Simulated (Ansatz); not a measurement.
Results of PBE (Ansatz, a program for electronic structure, PAW) for L1₀ (CuAu-type) CoPt.

Run with plane-wave cutoff 520 eV, 20×20×16 k mesh (along the axes of the cell as run), Fermi–Dirac smearing 0.05 eV, spin-polarised with parallel moments, scalar-relativistic PAW data made under PBE.

The cell is scaled about its equilibrium volume:

Shape and atoms are relaxed at each volume.

| V (Å³/atom) | P (GPa) | moment (μB per cell of 2 atoms) | c (Å) | a (Å) |
|---|---|---|---|---|
| 12.984 | 9.81 | 2.22 | 3.667 | 2.661 |
| 13.254 | 4.61 | 2.25 | 3.698 | 2.677 |
| 13.525 | 0.00 | 2.28 | 3.728 | 2.694 |
| 13.795 | -4.10 | 2.31 | 3.757 | 2.710 |
| 14.066 | -7.72 | 2.33 | 3.786 | 2.726 |
